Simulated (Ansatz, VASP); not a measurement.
**Si in VASP and in Ansatz**

The input POSCAR:

```
Si
1.0
    0.0000000000      2.7218511865      2.7218511865
    2.7218511865      0.0000000000      2.7218511865
    2.7218511865      2.7218511865      0.0000000000
Si
2
Direct
    0.5000000000      0.5000000000      0.5000000000
    0.7500000000      0.7500000000      0.7500000000
```

The input INCAR.step1:

```
SYSTEM = Si
ALGO = Normal ; EDIFF = 1E-5
ENCUT = 520 ; GGA = PE
ISIF = 2 ; ISMEAR = -1
LASPH = .TRUE. ; LCHARG = .FALSE.
LREAL = .FALSE. ; LWAVE = .TRUE.
NBANDS = 11 ; NELM = 80
PREC = Accurate ; SIGMA = 0.05
```

INCAR.step2

```
SYSTEM = Si
AEXX = 0.4 ; ALGO = Normal
EDIFF = 1E-6 ; ENCUT = 520
GGA = PE ; ISIF = 2
ISMEAR = -1 ; ISTART = 1
LASPH = .TRUE. ; LCHARG = .FALSE.
LHFCALC = .TRUE. ; LREAL = .FALSE.
LWAVE = .FALSE. ; NBANDS = 11
NELM = 80 ; PREC = Accurate
PRECFOCK = Normal ; SIGMA = 0.05
```

File KPOINTS:

```
k-points
0
G
  4 4 4
  0 0 0
```

input.yaml

```yaml
crystal:
  lattice:
    - [0.0, 2.7218511865, 2.7218511865]
    - [2.7218511865, 0.0, 2.7218511865]
    - [2.7218511865, 2.7218511865, 0.0]
  atoms:
    - { symbol: Si, position: [0.5, 0.5, 0.5] }
    - { symbol: Si, position: [0.75, 0.75, 0.75] }
kpoints:
  mp_grid: { grid: [4, 4, 4] }
scf:
  occupations: { method: fermi_dirac, width: 0.05 }
hamiltonian:
  xc: { exchange: pbe, correlation: pbe, exx: { coeff: 0.4 } }
  pseudopotentials: { kind: all_electron, datasets: crystal }
output:
  forces: true
  stress: true
```

Alike in both runs: task single point; functional PBE-based global hybrid; k mesh 4 × 4 × 4; occupations fermi-dirac, width 0.05 eV; no spin polarisation.

```csv
,VASP,Ansatz
version,VASP 6.6.1,Ansatz 0.2.0
potentials or method,"VASP PAW PBE potentials, release 64 (Si)",all-electron PAW datasets made for the crystal
plane-wave cutoff (eV),520,see its input
```

|  | VASP | Ansatz | Ansatz less VASP |
| --- | --- | --- | --- |
| gap on the k mesh at the Fermi level (eV) | 2.93 | 2.84 | -0.091 |
| least direct gap on the mesh (eV) | 5.06 | 4.96 | -0.094 |
| pressure (GPa) | -1.4 | -0.8 | +0.60 |

Ansatz ran all-electron here, so the differences hold the error of VASP's frozen core and of both bases.

Caveats: the k mesh is coarse (spacing up to 0.50 Å⁻¹), so the values aren't converged; the PAW data sets were made with another functional, which shifts forces and pressure a little (VASP). A k mesh can miss the band edges.
